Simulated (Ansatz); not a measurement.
**InP: equation of state with LDA**

**The experiment to reproduce.**

A printed reference work, data compilation reports, for a bulk crystal of InP: bulk modulus 71 GPa.

Crystal: InP.

```
In P
1.0
     0.00000    2.93050    2.93050
     2.93050    0.00000    2.93050
     2.93050    2.93050    0.00000
In P
1 1
Direct
  0.00000 0.00000 0.00000
  0.75000 0.75000 0.75000
```

```
Program             : Ansatz 0.2.0
Task                : equation of state
Functional          : LDA
Potentials or basis : Ansatz PAW
Cutoff              : 420 eV
Density cutoff      : 1680 eV
k mesh              : 8 × 8 × 8
Occupations         : fermi-dirac, width 0.05 eV
Spin                : no spin polarisation
```

| Item | Value |
| --- | --- |
| Equilibrium volume | 24.73 Å³/atom |
| Bulk modulus | 71 GPa |
| Pressure derivative of the bulk modulus | 4.7 |

Energy against volume, from the lowest point:
| volume (Å³/atom) | energy (meV/atom) |
| --- | --- |
| 23.657 | 11.17 |
| 24.160 | 2.98 |
| 24.663 | 0.00 |
| 25.167 | 1.65 |
| 25.670 | 7.41 |
| 26.173 | 16.85 |
| 26.677 | 29.54 |

All runs of the series together: 7.1 s on 2 threads of AMD EPYC 7B13 (Zen 3), on a shared host.

A measured bulk modulus of InP is 71 GPa (a printed reference work, data compilation); the calculated 71 GPa misses it by +0.4 %. The fit is for a static lattice scaled at fixed shape and fixed fractional positions.

LDA usually gives volumes a few per cent too small.
